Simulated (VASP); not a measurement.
## PbO: single point with PBEsol

Slab: PbO, a slab with vacuum.

```
Pb O
1.0
     3.98785    0.00000    0.00000
     0.00000    3.98785    0.00000
     0.00000    0.00000   27.52213
Pb O
6 6
Direct
  0.50000 0.00000 0.27232
  0.00000 0.50000 0.35853
  0.50000 0.00000 0.45697
  0.00000 0.50000 0.54303
  0.50000 0.00000 0.64147
  0.00000 0.50000 0.72768
  0.00000 0.00000 0.31540
  0.50000 0.50000 0.31540
  0.00000 0.00000 0.50000
  0.50000 0.50000 0.50000
  0.00000 0.00000 0.68460
  0.50000 0.50000 0.68460
```

The cell isn't the ideal one: (0 0 1) slab, atoms relaxed.

```json
{"Program": "VASP 6.6.1", "Task": "single point", "Functional": "PBEsol", "Potentials or basis": "VASP PAW PBE potentials, release 64 (Pb_d, O)", "Cutoff": "520 eV", "k mesh": "7 × 7 × 1", "Occupations": "gaussian, width 0.05 eV", "Spin": "no spin polarisation"}
```

The largest force is 0.044 eV/Å. The band gap on the k mesh is 1.86 eV, indirect (least direct gap 1.99 eV).

Forces on the atoms (eV/Å):
```
Pb   0.000  0.000 -0.044
Pb   0.000  0.000  0.043
Pb   0.000  0.000 -0.043
Pb   0.000  0.000  0.043
Pb   0.000  0.000 -0.043
Pb   0.000  0.000  0.044
O    0.000  0.000  0.000
O    0.000  0.000  0.000
O    0.000  0.000  0.000
O    0.000  0.000  0.000
O    0.000  0.000  0.000
O    0.000  0.000  0.000
```

Levels at points of the mesh, in eV from the valence-band top:
| k point | band 58 | band 59 | band 60 | band 61 | band 62 | band 63 |
| --- | --- | --- | --- | --- | --- | --- |
| (0.00, 0.00, 0.00) | -0.67 | -0.32 | -0.01 | 1.97 | 2.07 | 2.20 |

Run time: 15 min on 1 thread of Intel(R) Xeon(R) Platinum 8259CL CPU @ 2.50GHz (Skylake/Cascade Lake) (shared host), peak memory 0.58 GiB.

Caveat: the PAW data sets were made with another functional, which shifts forces and pressure a little; spin-orbit coupling is left out, which as a rule narrows the gap of such compounds by several tenths of an eV.
